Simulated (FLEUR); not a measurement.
# ZnS (F-43m) in FLEUR: further runs

The runs below take ZnS through band structure, equation of state, with PBEsol.

All numbers are computed with FLEUR MaX-R8.1 (later development tree); they aren't measurements. Logs are shortened: lines on timing, memory, paths and dates and some standing lists are left out, and cuts for length are marked.

**Measured values to compare with.**

From “Electronic, vibrational, and thermodynamic properties of ZnS (zincblende and rocksalt structure)”, 2009, arxiv:0911.5022, for a bulk crystal of ZnS: band gap 3.85 eV (direct) at 19 K; bulk modulus 76.9 GPa.

The runs below are set against these values where they give the same quantity.

**1. Starting point**

Symmetry: F-43m, No. 216, cubic system. The conventional cell has a = 5.404 Å, b = 5.404 Å, c = 5.404 Å, α = 90.00°, β = 90.00°, γ = 90.00°. Zn (site symmetry -43m) has 4 S at 2.34 Å as nearest neighbours. S (site symmetry -43m) has 4 Zn at 2.34 Å as nearest neighbours.

**2. Band structure, PBEsol**

Contents of inp.xml:

```xml
<?xml version="1.0" encoding="UTF-8" standalone="no"?>
<fleurInput fleurInputVersion="0.39">
   <comment>
      ZnS                                                                                                 
   </comment>
   <calculationSetup>
      <cutoffs Kmax="5.1" Gmax="15.8" GmaxXC="15.8" numbands="0"/>
      <scfLoop itmax="60" minDistance="0.00001" maxIterBroyd="15" imix="Anderson" alpha="0.05" precondParam="0.0" spinf="2.0" sdNocoIR="T"/>
      <coreElectrons ctail="T" frcor="F" kcrel="0" coretail_lmax="0"/>
      <xcFunctional name="PBEs" relativisticCorrections="F"/>
      <magnetism jspins="1"/>
      <soc l_soc="F" theta="0.0" phi="0.0" spav="F"/>
      <expertModes spex="0" secvar="F"/>
      <geometryOptimization l_f="F" forcealpha="1.0" forcemix="BFGS" epsdisp="0.00001" epsforce="0.00001"/>
      <ldaU l_linMix="F" mixParam="0.05" spinf="1.0"/>
   </calculationSetup>
   <cell>
      <bzIntegration valenceElectrons="26.0" mode="hist" fermiSmearingEnergy="0.00183747">
         <kPointListSelection listName="default-1"/>
         <!-- k-points included here -->
         <xi:include xmlns:xi="http://www.w3.org/2001/XInclude" href="kpts.xml"> </xi:include>
      </bzIntegration>
      <!-- symmetry operations included here -->
      <xi:include xmlns:xi="http://www.w3.org/2001/XInclude" href="sym.xml"> </xi:include>
      <bulkLattice scale="1.0">
         <bravaisMatrix>
[... 30 lines left out ...]
         </electronConfig>
         <energyParameters s="3" p="3" d="3" f="4"/>
         <lo type="SCLO" l="0" n="3" eDeriv="2"/>
         <lo type="SCLO" l="1" n="3" eDeriv="2"/>
         <lo type="SCLO" l="2" n="3" eDeriv="2"/>
         <lo type="SCLO" l="3" n="4" eDeriv="2"/>
      </species>
   </atomSpecies>
   <atomGroups>
      <atomGroup species="Zinc (Zn)">
         <relPos label="                   1">-1.000/4.000 -1.000/4.000 -1.000/4.000</relPos>
         <force calculate="T" relaxXYZ="TTT"/>
      </atomGroup>
      <atomGroup species="Sulfur (S)">
         <relPos label="                   2">.0000000000 .0000000000 .0000000000</relPos>
         <force calculate="T" relaxXYZ="TTT"/>
      </atomGroup>
   </atomGroups>
   <output dos="F" band="F" slice="F">
      <checks vchk="F" cdinf="F"/>
      <bandDOS minEnergy="-.5*Htr" maxEnergy="0.5*Htr" sigma="0.015" storeEVData="T"/>
      <vacuumDOS vacdos="F" integ="F" star="F" nstars="0" locx1="0.0" locy1="0.0" locx2="0.0" locy2="0.0" nstm="0" tworkf="0.0"/>
      <unfoldingBand unfoldBand="F" supercellX="1" supercellY="1" supercellZ="1"/>
      <plotting iplot="0" polar="F">
         <plot TwoD="T" vec1="  1.0  0.0  0.0" vec2="  0.0  1.0  0.0" vec3="  0.0  0.0  1.0" zero="  0.0  0.0  0.0" file="plot"/>
      </plotting>
      <chargeDensitySlicing numkpt="0" minEigenval="0.0" maxEigenval="0.0" nnne="0" pallst="F"/>
      <specialOutput eonly="F"/>
      <moessbauerParams electricFieldGradient="T" isomerShift="T" coreHyperfine="T" valenceHyperfine="T"/>
      <magneticCircularDichroism mcd="F" energyLo="-10.0" energyUp="0.0"/>
   </output>
  <!-- We include the file relax.xml here to enable relaxations (see documentation) -->
  <xi:include xmlns:xi="http://www.w3.org/2001/XInclude" href="relax.xml"> <xi:fallback/> </xi:include>
</fleurInput>
```

Contents of crystal.txt:

```
ZnS
&input cartesian=F /
0.0000000000  2.7020000000  2.7020000000
2.7020000000  0.0000000000  2.7020000000
2.7020000000  2.7020000000  0.0000000000
1.8897261246
1.0 1.0 1.0

2
30 0.7500000000  0.7500000000  0.7500000000
16 0.0000000000  0.0000000000  0.0000000000

&kpt div1=9 div2=9 div3=9 gamma=T /
```

Contents of inp.xml (bands):

```
<?xml version="1.0" encoding="UTF-8" standalone="no"?>
<fleurInput fleurInputVersion="0.39">
   <comment>
      ZnS                                                                                                 
   </comment>
   <calculationSetup>
      <cutoffs Kmax="5.1" Gmax="15.8" GmaxXC="15.8" numbands="0"/>
      <scfLoop itmax="60" minDistance="0.00001" maxIterBroyd="15" imix="Anderson" alpha="0.05" precondParam="0.0" spinf="2.0" sdNocoIR="T"/>
      <coreElectrons ctail="T" frcor="F" kcrel="0" coretail_lmax="0"/>
      <xcFunctional name="PBEs" relativisticCorrections="F"/>
      <magnetism jspins="1"/>
      <soc l_soc="F" theta="0.0" phi="0.0" spav="F"/>
      <expertModes spex="0" secvar="F"/>
      <geometryOptimization l_f="F" forcealpha="1.0" forcemix="BFGS" epsdisp="0.00001" epsforce="0.00001"/>
      <ldaU l_linMix="F" mixParam="0.05" spinf="1.0"/>
   </calculationSetup>
   <cell>
      <bzIntegration valenceElectrons="26.0" mode="hist" fermiSmearingEnergy="0.00183747">
         <kPointListSelection listName="path-1"/>
         <!-- k-points included here -->
         <xi:include xmlns:xi="http://www.w3.org/2001/XInclude" href="kpts.xml"> </xi:include>
      </bzIntegration>
      <!-- symmetry operations included here -->
      <xi:include xmlns:xi="http://www.w3.org/2001/XInclude" href="sym.xml"> </xi:include>
      <bulkLattice scale="1.0">
         <bravaisMatrix>
            <row-1>    0.0000000000000000     5.1060399886691998     5.1060399886691998</row-1>
[... 29 lines left out ...]
         </electronConfig>
         <energyParameters s="3" p="3" d="3" f="4"/>
         <lo type="SCLO" l="0" n="3" eDeriv="2"/>
         <lo type="SCLO" l="1" n="3" eDeriv="2"/>
         <lo type="SCLO" l="2" n="3" eDeriv="2"/>
         <lo type="SCLO" l="3" n="4" eDeriv="2"/>
      </species>
   </atomSpecies>
   <atomGroups>
      <atomGroup species="Zinc (Zn)">
         <relPos label="                   1">-1.000/4.000 -1.000/4.000 -1.000/4.000</relPos>
         <force calculate="T" relaxXYZ="TTT"/>
      </atomGroup>
      <atomGroup species="Sulfur (S)">
         <relPos label="                   2">.0000000000 .0000000000 .0000000000</relPos>
         <force calculate="T" relaxXYZ="TTT"/>
      </atomGroup>
   </atomGroups>
   <output dos="F" band="T" slice="F">
      <checks vchk="F" cdinf="F"/>
      <bandDOS minEnergy="-.5*Htr" maxEnergy="0.5*Htr" sigma="0.015" storeEVData="T"/>
      <vacuumDOS vacdos="F" integ="F" star="F" nstars="0" locx1="0.0" locy1="0.0" locx2="0.0" locy2="0.0" nstm="0" tworkf="0.0"/>
      <unfoldingBand unfoldBand="F" supercellX="1" supercellY="1" supercellZ="1"/>
      <plotting iplot="0" polar="F">
         <plot TwoD="T" vec1="  1.0  0.0  0.0" vec2="  0.0  1.0  0.0" vec3="  0.0  0.0  1.0" zero="  0.0  0.0  0.0" file="plot"/>
      </plotting>
      <chargeDensitySlicing numkpt="0" minEigenval="0.0" maxEigenval="0.0" nnne="0" pallst="F"/>
      <specialOutput eonly="F"/>
      <moessbauerParams electricFieldGradient="T" isomerShift="T" coreHyperfine="T" valenceHyperfine="T"/>
      <magneticCircularDichroism mcd="F" energyLo="-10.0" energyUp="0.0"/>
   </output>
  <!-- We include the file relax.xml here to enable relaxations (see documentation) -->
  <xi:include xmlns:xi="http://www.w3.org/2001/XInclude" href="relax.xml"> <xi:fallback/> </xi:include>
</fleurInput>
```

Potentials or basis: all-electron, FLAPW.

Run with:

```console
> inpgen -f crystal.txt -profile fastHighL
> # inp.xml edited to the form shown
> fleur_MPI
> fleur_MPI   # second run, on inp.xml (bands)
```

Standard output:

```text
Welcome to FLEUR        (www.flapw.de)
      MaX-Release 8.1          (www.max-centre.eu)

 ========== k-point set info ==========
 Selected k-point list: default-1
 k-point list type: mesh
 9 x 9 x 9
 Number of k points: 35

 ------------Calculation Setup---------------------------
 Number of MPI-tasks      :            1
 Number of PE/node        :            1
 Number of OMP-threads    :            1
 Most efficient MPI parallelization for:
           1           5           7          35
 Additional eigenvalue parallelization possible
 Number of basis functions:          693
 Approximate size of matrices (H+S) per k-point:         0.014 GB
 --------------------------------------------------------
 Iteration:     1   Distance:       9.06956756 me/bohr^3
 Iteration:     2   Distance:       7.88778125 me/bohr^3
 Iteration:     3   Distance:       4.77888591 me/bohr^3
 Iteration:     4   Distance:       2.54494986 me/bohr^3
 Iteration:     5   Distance:       2.32832197 me/bohr^3
 Iteration:     6   Distance:       0.40206739 me/bohr^3
 Iteration:     7   Distance:       0.36856552 me/bohr^3
 Iteration:     8   Distance:       0.03245747 me/bohr^3
 Iteration:     9   Distance:       0.02819095 me/bohr^3
 Iteration:    10   Distance:       0.00187332 me/bohr^3
 Iteration:    11   Distance:       0.00088489 me/bohr^3
 Iteration:    12   Distance:       0.00022426 me/bohr^3
 Iteration:    13   Distance:       0.00006151 me/bohr^3
 Iteration:    14   Distance:       0.00005461 me/bohr^3
 Iteration:    15   Distance:       0.00000303 me/bohr^3

 ********************************************************************
 Run finished successfully
 Stop message:
   all done
 ********************************************************************
```

output (bands):

```text
Welcome to FLEUR        (www.flapw.de)
      MaX-Release 8.1          (www.max-centre.eu)

 ========== k-point set info ==========
 Selected k-point list: path-1
 k-point list type: path
 Number of k points: 60

 ------------Calculation Setup---------------------------
 Number of MPI-tasks      :            1
 Number of PE/node        :            1
 Number of OMP-threads    :            1
 Most efficient MPI parallelization for:
           1           2           3           4           5           6          10          12          15          20          30          60
 Additional eigenvalue parallelization possible
 Number of basis functions:          693
 Approximate size of matrices (H+S) per k-point:         0.014 GB
 --------------------------------------------------------
 Fermi energy correction for insulators:
 No automatic correction of the Fermi energy has been performed.

 Note: Band structure data (together with different weights) is also stored in the banddos.hdf file.
       A convenient way of extracting and plotting the data from that file is by making use of the

 ********************************************************************
 Run finished successfully
 Stop message:
   Charge density postprocessing done.
 ********************************************************************
```

out.xml (last iteration):

```text
<iteration numberForCurrentRun="   15" overallNumber="   15">
         <energyParameters units="Htr">
            <atomicEP atomType="1" spin="1" branch="4s" branchLowest="-4.42" branchHighest="1.47" value="-0.0021896205"/>
            <atomicEP atomType="1" spin="1" branch="4p" branchLowest="-2.73" branchHighest="2.14" value="0.1609756241"/>
            <atomicEP atomType="1" spin="1" branch="3d" branchLowest="-9.99" branchHighest="0.02" value="-0.0549452528"/>
            <atomicEP atomType="1" spin="1" branch="4f" branchLowest="-9.99" branchHighest="3.78" value="0.4948210268"/>
            <loAtomicEP atomType="1" spin="1" branch="3s" branchLowest="-42.20" branchHighest="-4.42" value="-4.4183127699"/>
            <loAtomicEP atomType="1" spin="1" branch="3p" branchLowest="-36.54" branchHighest="-2.73" value="-2.7412655728"/>
            <loAtomicEP atomType="1" spin="1" branch="3p" branchLowest="-36.54" branchHighest="-2.73" value="-2.7412655728"/>
            <heloAtomicEP atomType="1" spin="1" branch="4d" branchLowest="2.43" branchHighest="2.43" value="2.4341693063"/>
            <heloAtomicEP atomType="1" spin="1" branch="4d" branchLowest="2.43" branchHighest="2.43" value="2.4341693063"/>
            <loAtomicEP atomType="1" spin="1" branch="4f" branchLowest="-9.99" branchHighest="3.78" value="0.4948244367"/>
            <atomicEP atomType="2" spin="1" branch="3s" branchLowest="-7.35" branchHighest="0.79" value="-0.3541255323"/>
            <atomicEP atomType="2" spin="1" branch="3p" branchLowest="-5.33" branchHighest="1.37" value="-0.0794436280"/>
            <atomicEP atomType="2" spin="1" branch="3d" branchLowest="-9.99" branchHighest="2.00" value="0.1542679819"/>
            <atomicEP atomType="2" spin="1" branch="4f" branchLowest="-9.99" branchHighest="4.82" value="0.3221770076"/>
            <loAtomicEP atomType="2" spin="1" branch="3s" branchLowest="-7.35" branchHighest="0.79" value="-0.3541255323"/>
            <loAtomicEP atomType="2" spin="1" branch="3p" branchLowest="-5.33" branchHighest="1.37" value="-0.0798660818"/>
            <loAtomicEP atomType="2" spin="1" branch="3d" branchLowest="-9.99" branchHighest="2.00" value="0.1542674033"/>
            <loAtomicEP atomType="2" spin="1" branch="4f" branchLowest="-9.99" branchHighest="4.82" value="0.3221802260"/>
         </energyParameters>
         <eigenvalues>
            <eigenvaluesAt spin="1" ikpt="1" k_x="0.00000000" k_y="0.00000000" k_z="0.00000000">
                      -4.4183100025       -2.7399109371       -2.7399109371       -2.7399109371       -0.3242039651
                      -0.0751345257       -0.0751345257       -0.0751345257       -0.0568129625       -0.0568129625
                       0.1590746972        0.1590746972        0.1590746972        0.2317214714        0.3897706530
                       0.3897706530        0.3897706530        0.5841089121        0.5841089121        0.5876962817
                       0.6864863656
            </eigenvaluesAt>
            <eigenvaluesAt spin="1" ikpt="2" k_x="0.00000000" k_y="0.00000000" k_z="0.11111111">
                      -4.4183099736       -2.7399116276       -2.7399110028       -2.7399110028       -0.3207385912
                      -0.0751643472       -0.0745128823       -0.0745128823       -0.0568680794       -0.0568680794
[... 35 lines left out ...]
         </coreStates>
         <coreStates atomType="     2" atomicNumber=" 16" spin="1" kinEnergy="    386.8297114078" eigValSum="   -222.3436015609" lostElectrons=" 0.000454">
            <state n="1" l="0" j="0.5" energy="-87.8349657526" weight="1.0000000000"/>
            <state n="2" l="0" j="0.5" energy="-7.3485419414" weight="1.0000000000"/>
            <state n="2" l="1" j="0.5" energy="-5.3602761880" weight="1.0000000000"/>
            <state n="2" l="1" j="1.5" energy="-5.3140084492" weight="2.0000000000"/>
         </coreStates>
         <allElectronCharges>
            <spinDependentCharge spin="1" total="46.0000000" interstitial="3.8446904" mtSpheres="42.1553096"/>
            <totalCharge value="45.9999999967"/>
         </allElectronCharges>
         <moessbauerParams unitsHFF="kG" unitsIS="e/bohr^3" unitsEFG="Htr/bohr^2">
            <coreIsomerShift atomType="1" isTotal="24823.11351">
               <shell n="1" l="0" isomerShift="22582.15815"/>
               <shell n="2" l="0" isomerShift="2224.07173"/>
               <shell n="2" l="1" isomerShift="16.88363"/>
            </coreIsomerShift>
            <coreIsomerShift atomType="2" isTotal="2922.38177">
               <shell n="1" l="0" isomerShift="2715.08958"/>
               <shell n="2" l="0" isomerShift="206.93271"/>
               <shell n="2" l="1" isomerShift="0.35948"/>
            </coreIsomerShift>
            <isomerShift atomType="1" nucleusRadius="0.0000952" averageDensity="25163.92660"/>
            <isomerShift atomType="2" nucleusRadius="0.0000750" averageDensity="2940.84116"/>
            <electricFieldGradient atomType="1" VXX="0.00000" VYY="0.00000" VZZ="0.00000" asymParam="0.00000">
            </electricFieldGradient>
            <electricFieldGradient atomType="2" VXX="0.00000" VYY="0.00000" VZZ="0.00000" asymParam="0.00000">
            </electricFieldGradient>
         </moessbauerParams>
         <totalEnergy                                    value="    -2193.3425661998" units="Htr">
            <sumOfEigenvalues                            value="    -1250.7999987843">
               <coreElectrons value="-1224.7256102838"/>
               <valenceElectrons value="-26.0743885005"/>
            </sumOfEigenvalues>
            <densityCoulombPotentialIntegral value="-3353.7390624070"/>
            <densityEffectivePotentialIntegral value="-3478.4947681287"/>
            <chargeDenXCDenIntegral value="-95.2543444278"/>
            <FockExchangeEnergyValence value="0.0000000000"/>
            <FockExchangeEnergyCore value="0.0000000000"/>
            <atomTypeDependentContributions atomType="1">
               <electronNucleiInteractionDifferentMTs value="2157.9316661825"/>
               <MadelungTerm value="-12.2355090983"/>
            </atomTypeDependentContributions>
            <atomTypeDependentContributions atomType="2">
               <electronNucleiInteractionDifferentMTs value="468.6022944246"/>
               <MadelungTerm value="-10.1439902075"/>
            </atomTypeDependentContributions>
            <tkbTimesEntropy value="0.0000000000"/>
            <freeEnergy value="-2193.3425661998"/>
            <extrapolationTo0K value="-2193.3425661998"/>
         </totalEnergy>
         <densityConvergence units="me/bohr^3">
            <chargeDensity spin="1" distance="0.0000030285"/>
         </densityConvergence>
      </iteration>
```

Wall time 3 min (1 thread of Arm Neoverse V1, shared host); peak memory 0.07 GiB.

What came out:

| Property | Result |
| --- | --- |
| Free energy | -59683.8917 eV |
| Band gap on the k mesh | 1.98 eV, direct |
| Band gap along the path | 1.98 eV, direct |
| Valence electrons inside the program's atomic spheres | Zn 18.51; S 3.64 (radii Zn 2.18, S 1.92 bohr) |

Levels at the corners of the path, in eV from the valence-band top:
| point | band 9 | band 10 | band 11 | band 12 | band 13 | band 14 | band 15 | band 16 | band 17 | band 18 |
| --- | --- | --- | --- | --- | --- | --- | --- | --- | --- | --- |
| Γ | -5.87 | -5.87 | 0.00 | 0.00 | 0.00 | 1.98 | 6.28 | 6.28 | 6.28 | 11.57 |
| X | -5.80 | -5.66 | -4.60 | -2.25 | -2.25 | 3.23 | 3.96 | 10.81 | 11.85 | 11.85 |
| W | -5.91 | -5.47 | -4.63 | -2.80 | -2.76 | 5.55 | 5.98 | 7.73 | 8.04 | 12.32 |
| K | -5.84 | -5.52 | -4.67 | -3.16 | -1.83 | 3.99 | 5.87 | 9.21 | 9.65 | 10.51 |
| Γ | -5.87 | -5.87 | 0.00 | 0.00 | 0.00 | 1.98 | 6.28 | 6.28 | 6.28 | 11.57 |
| L | -5.84 | -5.67 | -5.36 | -0.87 | -0.87 | 3.19 | 6.80 | 6.80 | 8.69 | 11.95 |
| U | -5.84 | -5.52 | -4.67 | -3.16 | -1.83 | 3.99 | 5.87 | 9.21 | 9.65 | 10.51 |
| W | -5.91 | -5.47 | -4.63 | -2.80 | -2.76 | 5.55 | 5.98 | 7.73 | 8.04 | 12.32 |
| L | -5.84 | -5.67 | -5.36 | -0.87 | -0.87 | 3.19 | 6.80 | 6.80 | 8.69 | 11.95 |
| K | -5.84 | -5.52 | -4.67 | -3.16 | -1.83 | 3.99 | 5.87 | 9.21 | 9.65 | 10.51 |
| U | -5.84 | -5.52 | -4.67 | -3.16 | -1.83 | 3.99 | 5.87 | 9.21 | 9.65 | 10.51 |
| X | -5.80 | -5.66 | -4.60 | -2.25 | -2.25 | 3.23 | 3.96 | 10.81 | 11.85 | 11.85 |

Core levels (eV from the Fermi level):
| atom | levels |
| --- | --- |
| 1 Zn | 1s1/2 -9510.5, 2s1/2 -1152.5, 2p1/2 -1014.8, 2p3/2 -990.9 |
| 2 S | 1s1/2 -2394.4, 2s1/2 -204.3, 2p1/2 -150.2, 2p3/2 -148.9 |

**3. Equation of state, PBEsol, 18.54 Å³/atom (volume scaled by 0.94)**

Changes to inp.xml since step 2:

```diff
@@ -6,3 +6,3 @@
    <calculationSetup>
-      <cutoffs Kmax="5.1" Gmax="15.8" GmaxXC="15.8" numbands="0"/>
+      <cutoffs Kmax="5.27" Gmax="16.3" GmaxXC="16.3" numbands="0"/>
       <scfLoop itmax="60" minDistance="0.00001" maxIterBroyd="15" imix="Anderson" alpha="0.05" precondParam="0.0" spinf="2.0" sdNocoIR="T"/>
@@ -24,3 +24,3 @@
       <xi:include xmlns:xi="http://www.w3.org/2001/XInclude" href="sym.xml"> </xi:include>
-      <bulkLattice scale="1.0">
+      <bulkLattice scale="0.9795861087">
          <bravaisMatrix>
@@ -34,3 +34,3 @@
       <species name="Zinc (Zn)" element="Zn" atomicNumber="30">
-         <mtSphere radius="2.18" gridPoints="721" logIncrement="0.017"/>
+         <mtSphere radius="2.11" gridPoints="721" logIncrement="0.017"/>
          <atomicCutoffs lmax="9" lnonsphr="7"/>
@@ -49,3 +49,3 @@
       <species name="Sulfur (S)" element="S" atomicNumber="16">
-         <mtSphere radius="1.92" gridPoints="635" logIncrement="0.018"/>
+         <mtSphere radius="1.86" gridPoints="635" logIncrement="0.018"/>
          <atomicCutoffs lmax="8" lnonsphr="6"/>
```

Potentials or basis: all-electron, FLAPW.

Run with:

```console
> inpgen -f crystal.txt -profile fastHighL
> # inp.xml edited to the form shown
> fleur_MPI
```

Run time: 3 min. Hardware: 1 thread of Arm Neoverse V1, shared host; peak memory 0.08 GiB.

It converged, with:

- Free energy: -59683.8857 eV
- Band gap on the k mesh: 2.24 eV, direct
- Valence electrons inside the program's atomic spheres: Zn 18.42; S 3.46 (radii Zn 2.11, S 1.86 bohr)

(Part 1 of 2 ends here.)
